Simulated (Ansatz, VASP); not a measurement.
## One calculation of SiC, two programs

```xyz
2
Lattice="0.0000 2.0881 2.0881 2.0881 0.0000 2.0881 2.0881 2.0881 0.0000" Properties=species:S:1:pos:R:3 pbc="T T T"
C     0.0000    0.0000    0.0000
Si    2.0881    2.0881    2.0881
```

The cell was built by a generator and needn't be a form met in nature.

Alike in both runs: task single point; functional PBE; k mesh 18 × 18 × 18; occupations gaussian, width 0.05 eV; no spin polarisation.

|  | VASP | Ansatz |
| --- | --- | --- |
| version | VASP 6.6.1 | Ansatz 0.2.0 |
| potentials or method | VASP PAW PBE potentials, release 64 (C, Si) | scalar-relativistic, plane waves, PAW |
| plane-wave cutoff (eV) | 520 | 420 |
| valence electrons in the cell | 8 | 8 |

|  | VASP | Ansatz | Ansatz less VASP |
| --- | --- | --- | --- |
| gap on the k mesh at the Fermi level (eV) | none | none | - |
| pressure (GPa) | -17.4 | -17.6 | -0.18 |

A gap of «none» marks a metal or a gap that the smearing closes.

Caveats: so large a pressure means that the cell lies far from this level's equilibrium, or that cutoff or potentials fall short (VASP).
